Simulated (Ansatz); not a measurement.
Level of theory: DFT PBE, scalar-relativistic, plane waves, PAW (Ansatz). Settings: cutoff 420 eV, Γ-centred meshes spaced at most about 0.3 Å⁻¹ (2π included), Gaussian smearing. No spin polarisation in the final relaxations.

All energies are static (0 K, no zero-point motion).

Two forms of NaH were relaxed alike.

1.

```yaml
crystal:
  lattice:
    - [5.72769, 0.00000, 0.00000]
    - [-2.86384, 4.96032, 0.00000]
    - [0.00000, 0.00000, 3.26719]
  atoms:
    - { symbol: Na, position: [0.00000, 0.00000, 0.00000] }
    - { symbol: Na, position: [0.33333, 0.66667, 0.50000] }
    - { symbol: Na, position: [0.66667, 0.33333, 0.50000] }
    - { symbol: H, position: [0.50000, 0.00000, 0.00000] }
    - { symbol: H, position: [0.50000, 0.50000, 0.00000] }
    - { symbol: H, position: [0.00000, 0.50000, 0.00000] }
```

2.

```yaml
crystal:
  lattice:
    - [5.66884, 0.00000, 0.00000]
    - [-2.83442, 4.90936, 0.00000]
    - [0.00000, 0.00000, 4.01707]
  atoms:
    - { symbol: Na, position: [0.00000, 0.00000, 0.50000] }
    - { symbol: H, position: [0.00000, 0.00000, 0.00000] }
```

Task: Which form is favoured at zero pressure, and by what margin per atom?

Result: Cell 1 is lower, by 125 meV/atom. Cell 1 has space group P6/mmm (No. 191), 15.5 Å³/atom and a gap of 1.13 eV on its mesh; cell 2 has space group P6/mmm (No. 191), 55.9 Å³/atom and a gap of 3.37 eV. Counting H atoms around Na (those within 1.25 times the shortest such distance or 1.15 times the sum of covalent radii; the shortest distance is added where it is long for a bond; a slash parts the counts of unlike sites), cell 1 has Na 6/6 from 2.9 Å and cell 2 has Na 2. In cell 1, Na on a site of symmetry 6/mmm is surrounded by 6 H at 2.86 Å and 2 Na at 3.27 Å; Na on a site of symmetry -6m2 is surrounded by 6 H at 2.32 Å; H has 4 Na at 2.32 Å, 4 H at 2.86 Å and 2 Na at 2.86 Å. In cell 2, Na is surrounded by 2 H at 2.01 Å; H is surrounded by 2 Na at 2.01 Å. Both come from invented guesses. The part of the Crystallography Open Database at hand lists NaH in space group No. 225, which no cell shown has.

Weakly bound directions are ill-defined at this level, which has no dispersion term (P6/mmm at 55.9 Å³/atom), and this can change margins and order among such cells. Kohn–Sham gaps at this level usually fall short of measured ones. With hydrogen, zero-point motion can shift such differences by 10 meV/atom or more. Cells relaxed within their symmetry can be saddle points.
